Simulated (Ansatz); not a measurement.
LiCl:

```xyz
2
Lattice="0.0000 2.5648 2.5648 2.5648 0.0000 2.5648 2.5648 2.5648 0.0000" Properties=species:S:1:pos:R:3 pbc="T T T"
Cl    2.5648    2.5648    2.5648
Li    0.0000    0.0000    0.0000
```

Base run:

```yaml
Program: Ansatz 0.2.0
Functional: LDA
Potentials_or_basis: Ansatz PAW
Cutoff: "420 eV (not typed: the program's choice for these potentials)"
k_mesh: 9 × 9 × 9
Occupations: fixed
Spin: no spin polarisation
```

Its results: band gap on the k mesh 5.99 eV, direct; electronic dielectric tensor (diagonal) 3.05.

Problem. The run is repeated on the same cell with these changes: functional from LDA to PBE. What comes out?

Solution. Band gap on the k mesh 6.33 eV, direct; electronic dielectric tensor (diagonal) 2.96.

Caveats: odd divisions of the mesh miss points on the zone boundary, where band edges often lie, so the gap on the mesh can be too wide.

A k mesh can miss the band edges.
